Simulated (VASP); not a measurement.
# C (P6_3/mmc) in VASP: notebook

Runs on C. Level: PBE. Tasks: single point.

The COD entry that gives the cell may itself be a prediction, so a difference from it is no test against experiment.

Program: VASP 6.6.1. These are calculated values, not measurements. Logs are shortened: lines on timing, memory, paths and dates and some standing lists are left out, and cuts for length are marked.

### 1 The structure

The structure is hexagonal, space group P6_3/mmc (No. 194). Conventional cell: a = 2.522 Å, b = 2.522 Å, c = 8.237 Å, α = 90.00°, β = 90.00°, γ = 120.00°. C (site symmetry 3m) is surrounded by 4 C at 1.54 Å. Around C (site symmetry 3m) lie 4 C at 1.54 Å.

This is a hexagonal form of diamond, not graphite.

### 2 Single point, PBE

INCAR

```
SYSTEM = C
PREC     = Accurate       ! precision mode
ENCUT    = 520            ! plane-wave cutoff, eV
EDIFF    = 1E-6           ! SCF threshold, eV
ISMEAR   = 0              ! smearing method
SIGMA    = 0.012          ! smearing width, eV
LREAL    = .FALSE.        ! projectors in reciprocal space
LASPH    = .TRUE.         ! aspherical terms in the spheres
NELM     = 60             ! most SCF steps
ALGO     = Normal         ! electronic algorithm
ISIF     = 2              ! what is computed and relaxed
LWAVE    = .FALSE.        ! write WAVECAR
LCHARG   = .FALSE.        ! write CHGCAR
GGA      = PE             ! functional
```

KPOINTS

```
Automatic mesh
0
G
  12 12 4
  0 0 0
```

POSCAR

```
C
1.0
    2.5221000000      0.0000000000      0.0000000000
   -1.2610500000      2.1842026709      0.0000000000
    0.0000000000      0.0000000000      8.2371000000
C
8
Direct
    0.6666666667      0.3333333333      0.8437500000
    0.3333333333      0.6666666667      0.3437500000
    0.6666666667      0.3333333333      0.6562500000
    0.3333333333      0.6666666667      0.1562500000
    0.0000000000      0.0000000000      0.9062500000
    0.0000000000      0.0000000000      0.4062500000
    0.0000000000      0.0000000000      0.5937500000
    0.0000000000      0.0000000000      0.0937500000
```

Potentials or basis: VASP PAW PBE potentials, release 64 (C).

On the command line:

```sh
$ cat potpaw_PBE.64/C/POTCAR > POTCAR
$ mpirun -np 1 vasp_std > vasp.out
```

OUTCAR:

```text
SYSTEM = C
   PREC = Accurate
   ENCUT = 520
   EDIFF = 1E-6
   ISMEAR = 0
   LREAL = .FALSE.
   LASPH = .TRUE.
   NELM = 60
   ISIF = 2
   GGA = PE

 ion  position               nearest neighbor table
   1  0.667  0.333  0.844-   3 1.54   5 1.54   5 1.54   5 1.54
   2  0.333  0.667  0.344-   4 1.54   6 1.54   6 1.54   6 1.54
   3  0.667  0.333  0.656-   1 1.54   7 1.54   7 1.54   7 1.54
   4  0.333  0.667  0.156-   2 1.54   8 1.54   8 1.54   8 1.54
   5  0.000  0.000  0.906-   8 1.54   1 1.54   1 1.54   1 1.54
   6  0.000  0.000  0.406-   7 1.54   2 1.54   2 1.54   2 1.54
   7  0.000  0.000  0.594-   6 1.54   3 1.54   3 1.54   3 1.54
   8  0.000  0.000  0.094-   5 1.54   4 1.54   4 1.54   4 1.54

  LATTYP: Found a hexagonal cell.
 ALAT       =     2.5221000000
 C/A-ratio  =     3.2659688355

  Lattice vectors:

 A1 = (   2.5221000000,   0.0000000000,   0.0000000000)
 A2 = (  -1.2610500000,   2.1842026709,   0.0000000000)
 A3 = (   0.0000000000,   0.0000000000,   8.2371000000)

Analysis of symmetry for initial positions (statically):
=====================================================================
 Subroutine PRICEL returns:
 Original cell was already a primitive cell.

 Routine SETGRP: Setting up the symmetry group for a
 hexagonal supercell.

 Subroutine GETGRP returns: Found 24 space group operations
 (whereof 12 operations were pure point group operations)
 out of a pool of 24 trial point group operations.

The static configuration has the point symmetry D_3d.
 The point group associated with its full space group is D_6h.

Analysis of symmetry for dynamics (positions and initial velocities):
=====================================================================
 Subroutine PRICEL returns:
 Original cell was already a primitive cell.

 Routine SETGRP: Setting up the symmetry group for a
 hexagonal supercell.

 Subroutine GETGRP returns: Found 24 space group operations
 (whereof 12 operations were pure point group operations)
 out of a pool of 24 trial point group operations.

The dynamic configuration has the point symmetry D_3d.
 The point group associated with its full space group is D_6h.

 Subroutine INISYM returns: Found 24 space group operations
 (whereof 12 operations are pure point group operations),
 and found     1 'primitive' translations

----------------------------------------------------------------------------------------

                                     Primitive cell

[... 110 lines left out ...]
   POTIM  = 0.5000    time-step for ionic-motion
   TEBEG  =    0.0;   TEEND  =   0.0 temperature during run
   PSTRESS=    0.0 pullay stress
   NELECT =      32.0000    total number of electrons
   NUPDOWN=      -1.0000    fix difference up-down
   EMIN   =  10.00;   EMAX   =-10.00  energy-range for DOS
   EFERMI =   0.00;   METHOD = LEGACY
   ISMEAR =     0;   SIGMA  =   0.01  broadening in eV -4-tet -1-fermi 0-gaus
   EFERMI_NEDOS =   21; number of points for ismear=-14 and -15
   IALGO  =     38    algorithm
   IMIX   =      4    mixing-type and parameters
     AMIX     =   0.40;   BMIX     =  1.00
     AMIX_MAG =   1.60;   BMIX_MAG =  1.00
  volume/ion in A,a.u.               =       5.67        38.28
  Fermi-wavevector in a.u.,A,eV,Ry     =   1.457186  2.753682 28.890486  2.123391
  Thomas-Fermi vector in A             =   2.574017
   LORBIT       =      0    0 simple, 1 ext, 2 COOP (PROOUT), +10 PAW based schemes
   GGA     = PE    functional components
   LHFCALC =     F    Hartree Fock is set to
   AEXX    =    0.0000 exact exchange contribution
   IVDW    =     0    specifies the selected vdW correction
   LEPSILON=     F    determine dielectric tensor
   LRPA    =     F    only Hartree local field effects (RPA)
 non-spin polarized calculation
 Gauss-broadening in eV      SIGMA  =   0.01
  energy-cutoff  :      520.00
  volume of cell :       45.38
 maximum number of plane-waves:      1242
 NGX is ok and might be reduce to    20
   NGX =  9   NGY =  9   NGZ = 31

 number of electron      31.9999995 magnetization

 Free energy of the ion-electron system (eV)
  ---------------------------------------------------
  ext. energy  EPLUGINS =         0.00000000
  ---------------------------------------------------
  free energy    TOTEN  =       -72.64805484 eV

  energy without entropy =      -72.64805484  energy(sigma->0) =      -72.64805484

 E-fermi :   9.9771     XC(G=0): -13.2480

 val. band max:        9.8674832183   @ k =   0.0000   0.0000   0.0000
 cond. band min:      14.2800104494   @ k =   0.4167   0.0000   0.0000
 fundamental gap:      4.4125272312
 Fermi energy:         9.9771447686

 k-point     1 :       0.0000    0.0000    0.0000
  band No.  band energies     occupation
      1     -11.7606      2.00000
      2     -10.0661      2.00000
      3     -10.0158      2.00000
      4      -5.9494      2.00000
      5      -3.6617      2.00000
      6       3.1290      2.00000
[... 565 lines left out ...]
     20      17.4189      0.00000
     21      17.9461      0.00000

 [... further k-points ...]

------------------------ aborting loop because EDIFF is reached ----------------------------------------

  FORCE on cell =-STRESS in cart. coord.  units (eV):
  Direction    XX          YY          ZZ          XY          YZ          ZX
  --------------------------------------------------------------------------------------
  -------------------------------------------------------------------------------------
  Total       -0.3322406     -0.3322406      3.1524196      0.0000000      0.0000000      0.0000000
  in kB      -11.7309632    -11.7309632    111.3076521      0.0000000      0.0000000      0.0000000
  external PRESSURE =      29.2819085 kB  Pullay stress =       0.0000000 kB

 VOLUME and BASIS-vectors are now :
 -----------------------------------------------------------------------------
  energy-cutoff  :      520.00
  volume of cell :       45.38
      direct lattice vectors                 reciprocal lattice vectors
     2.522100000  0.000000000  0.000000000     0.396494984  0.228916486  0.000000000
    -1.261050000  2.184202671  0.000000000     0.000000000  0.457832972  0.000000000
     0.000000000  0.000000000  8.237100000     0.000000000  0.000000000  0.121401950

 POSITION                                       TOTAL-FORCE (eV/Angst)
 -----------------------------------------------------------------------------------
      1.26105      0.72807      6.95005        -0.000000      0.000000      0.319649
     -0.00000      1.45614      2.83150         0.000000     -0.000000      0.319649
      1.26105      0.72807      5.40560        -0.000000      0.000000     -0.319649
     -0.00000      1.45614      1.28705         0.000000     -0.000000     -0.319649
      0.00000      0.00000      7.46487        -0.000000     -0.000000      0.328669
      0.00000      0.00000      3.34632         0.000000     -0.000000      0.328669
      0.00000      0.00000      4.89078        -0.000000     -0.000000     -0.328669
      0.00000      0.00000      0.77223         0.000000     -0.000000     -0.328669
 -----------------------------------------------------------------------------------
    total drift:                               -0.000000      0.000000      0.000000

  FREE ENERGIE OF THE ION-ELECTRON SYSTEM (eV)
  ---------------------------------------------------
  free  energy   TOTEN  =       -72.6480548357 eV

  energy  without entropy=      -72.6480548357  energy(sigma->0) =      -72.64805484
```

Run time: 30 s. Hardware: 1 thread of Intel Xeon Platinum 8488C (Sapphire Rapids), shared host; peak memory 0.17 GiB.

What came out:

```yaml
Free_energy: -72.6481 eV
Pressure: 2.9 GPa
Largest_force: 0.329 eV/Å
Band_gap_on_the_k_mesh: 4.41 eV, indirect (least direct gap 5.18 eV)
```

Forces on the atoms (eV/Å):
```
C    0.000  0.000  0.320
C    0.000  0.000  0.320
C    0.000  0.000 -0.320
C    0.000  0.000 -0.320
C    0.000  0.000  0.329
C    0.000  0.000  0.329
C    0.000  0.000 -0.329
C    0.000  0.000 -0.329
```

### 3 Single point, PBE

INCAR

```
SYSTEM = C
PREC     = Accurate       ! precision mode
ENCUT    = 520            ! plane-wave cutoff, eV
EDIFF    = 1E-6           ! SCF threshold, eV
ISMEAR   = 0              ! smearing method
SIGMA    = 0.015          ! smearing width, eV
LREAL    = .False.        ! projectors in reciprocal space
LASPH    = .True.         ! aspherical terms in the spheres
NELM     = 100            ! most SCF steps
ALGO     = Normal         ! electronic algorithm
ISIF     = 2              ! what is computed and relaxed
LWAVE    = .False.        ! write WAVECAR
LCHARG   = .True.         ! write CHGCAR
GGA      = PE             ! functional
LELF     = .True.         ! ELF
LVHAR    = .True.
```

KPOINTS

```
Automatic mesh
0
Gamma
  12 12 4
  0 0 0
```

POSCAR is that of step 2.

Potentials or basis: VASP PAW PBE potentials, release 64 (C).

On the command line:

```sh
$ cat potpaw_PBE.64/C/POTCAR > POTCAR
$ mpirun -np 1 vasp_std > vasp.out
```

Run time: 47 s. Hardware: 1 thread of Intel Xeon Platinum 8259CL at 2.50GHz (Skylake/Cascade Lake), shared host; peak memory 0.18 GiB.

It converged, with:

- Free energy: -72.6481 eV
- Pressure: 2.9 GPa
- Largest force: 0.329 eV/Å
- Band gap on the k mesh: 4.41 eV, indirect (least direct gap 5.18 eV)

Forces on the atoms (eV/Å):
```
C    0.000  0.000  0.320
C    0.000  0.000  0.320
C    0.000  0.000 -0.320
C    0.000  0.000 -0.320
C    0.000  0.000  0.329
C    0.000  0.000  0.329
C    0.000  0.000 -0.329
C    0.000  0.000 -0.329
```

Stress tensor (GPa, compression positive):
```
-1.17  0.00  0.00
 0.00 -1.17  0.00
 0.00  0.00 11.13
```

Levels at points of the mesh, in eV from the valence-band top:
| k point | band 12 | band 13 | band 14 | band 15 | band 16 | band 17 | band 18 | band 19 | band 20 | band 21 |
| --- | --- | --- | --- | --- | --- | --- | --- | --- | --- | --- |
| (0.00, 0.00, 0.00) | -1.74 | -1.74 | -0.22 | 0.00 | 0.00 | 5.18 | 5.18 | 5.71 | 7.00 | 7.06 |
| (0.50, 0.00, 0.00) | -5.03 | -5.00 | -4.54 | -3.70 | -2.93 | 4.46 | 5.60 | 5.86 | 6.01 | 6.97 |
| (0.00, 0.00, 0.50) | -2.54 | -0.68 | -0.68 | -0.68 | -0.68 | 5.97 | 5.97 | 5.97 | 5.97 | 6.71 |
| (0.50, 0.00, 0.50) | -6.06 | -4.72 | -4.72 | -3.66 | -3.66 | 4.82 | 4.82 | 7.11 | 7.11 | 7.56 |
